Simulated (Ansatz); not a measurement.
Input and command of a calculation in Ansatz (plane waves; scalar-relativistic PAW potentials unless the input names others):

```yaml
crystal:
  lattice:
    - [-3.0759982064, 0.0, 0.0]
    - [-1.5379991032, -2.6638925888, 0.0]
    - [0.0, 0.0, 9.796]
  atoms:
    - { symbol: Si, position: [0.3333333333, 0.3333333333, 0.6737709269] }
    - { symbol: Si, position: [0.3333333333, 0.3333333333, 0.1584585545] }
    - { symbol: Si, position: [0.6666666667, 0.6666666667, 0.9314271131] }
    - { symbol: Si, position: [0.6666666667, 0.6666666667, 0.4161147407] }
    - { symbol: C, position: [0.3333333333, 0.3333333333, 0.8721661903] }
    - { symbol: C, position: [0.3333333333, 0.3333333333, 0.3568538179] }
    - { symbol: C, position: [0.6666666667, 0.6666666667, 0.0991976317] }
    - { symbol: C, position: [0.6666666667, 0.6666666667, 0.6145100041] }
basis:
  ecutwfc: 420
kpoints:
  mp_grid: { grid: [10, 10, 3] }
hamiltonian:
  xc: lda
  dispersion: d3bj
scf:
  occupations: { method: gaussian, width: 0.05 }
output:
  forces: true
  eigenvalues: true
  stress: true
```

```bash
ansatz run input.yaml --threads 2 --pin off --max-ram 5120MiB --backend cpu --events-out ev --progress --plain --runs-dir out
```

Abridged log:
```
Warning: the engine holds no damping parameters fitted to this dispersion correction and functional, so the run takes those fitted to pbe (hamiltonian.dispersion, under Limitations)
Basis set: ecut = 420 eV, 1581 PW (Γ)
Bands: 24, of which v1, the nominal top of the filled ones, is band 16 counted from 1 (15 counted from 0)
Symmetry: 6 space group operations
k-points: 36 of 300 (time reversal used)
SCF iter   1: F=—  HF=-3410.396771 eV  |F-HF|=—  |Δ(HF+E_count)|=         —  Δρ=7.43e-3  dr2=4.62e-2  ethr=1.77e-3  ⟨swp⟩=6.2  Hψ=4929  notcnv=0  defer=2
SCF iter   2: F=—  HF=-3410.384189 eV  |F-HF|=—  |Δ(HF+E_count)|=   1.26e-2  Δρ=2.71e-3  dr2=2.77e-3  ethr=1.44e-4  ⟨swp⟩=2.8  Hψ=1740  notcnv=0  defer=87
SCF iter   3: F=—  HF=-3410.383447 eV  |F-HF|=—  |Δ(HF+E_count)|=   7.42e-4  Δρ=8.52e-4  dr2=2.96e-4  ethr=8.65e-6  ⟨swp⟩=2.0  Hψ=1178  notcnv=0  defer=55
automatic band count: iteration 3 solves 23 bands in place of 24: the levels show a gap, and the empty bands left out lie too high to hold charge; the band table lists the bands solved (type scf.n_extra_bands for more)
SCF iter   4: F=—  HF=-3410.383385 eV  |F-HF|=—  |Δ(HF+E_count)|=   6.28e-5  Δρ=1.36e-4  dr2=3.68e-5  ethr=9.24e-7  ⟨swp⟩=2.3  Hψ=1122  notcnv=0  defer=55
SCF iter   5: F=—  HF=-3410.383374 eV  |F-HF|=—  |Δ(HF+E_count)|=   1.03e-5  Δρ=2.69e-5  dr2=6.91e-7  ethr=1.15e-7  ⟨swp⟩=2.0  Hψ=1159  notcnv=0  defer=55
SCF iter   6: F=-3410.383374 eV  HF=-3410.383374 eV  |F-HF|=1.34e-8  |Δ(HF+E_count)|=   8.31e-8  Δρ=9.69e-6  dr2=5.53e-8  ethr=3.13e-10  ⟨swp⟩=9.8  Hψ=4218  notcnv=0
SCF 1 converged in 6 iterations: F = -3410.383374 eV  dr2 = 5.53e-8
SCF converged after 6 iterations
Free energy (F): -3410.383374 eV
Harris-Foulkes:  -3410.383374 eV  (|F-HF|=1.34e-8)
Internal energy: -3410.383374 eV  (E = F + TS)
E sigma→0 (E₀):  -3410.383374 eV
Fermi energy:    10.989185 eV
  E_disp       = -2.481388  (pairwise vdW)
--- Forces (eV/Å), atoms counted from 1 ---
  atom   1  Si     0.00000000     0.00000000     1.00402518
  atom   2  Si     0.00000000     0.00000000     1.83507885
  atom   3  Si     0.00000000     0.00000000    -6.48817849
  atom   4  Si     0.00000000     0.00000000     1.01278449
  atom   5  C      0.00000000     0.00000000    -1.57770114
  atom   6  C      0.00000000     0.00000000    -1.02704290
  atom   7  C      0.00000000     0.00000000     6.23120099
  atom   8  C      0.00000000     0.00000000    -0.99018755
--- Stress (GPa, compression-positive) ---
       -6.913792       0.000000       0.000000
        0.000000      -6.913792       0.000000
        0.000000       0.000000      15.973343
  P = ⅓ Tr σ = 0.7153 GPa (7.153 kbar)
```

Apart from outputs and empty bands, the input differs from a reference run on usual settings in hamiltonian.dispersion: not typed → "d3bj". The reference, at the same geometry (not necessarily relaxed), gave pressure 5.70 GPa, largest force 6.493 eV/Å, gap on the mesh 2.22 eV. This run converged in 6 SCF iterations (reference: 6) with an energy at zero smearing 310 meV/atom below the reference's (the Hamiltonian itself differs), pressure 0.72 GPa, largest force 6.488 eV/Å, gap on the mesh 2.22 eV.

It took 3.6 s on 2 threads of Arm Neoverse V1, with other jobs on the host, peak memory 0.32 GiB.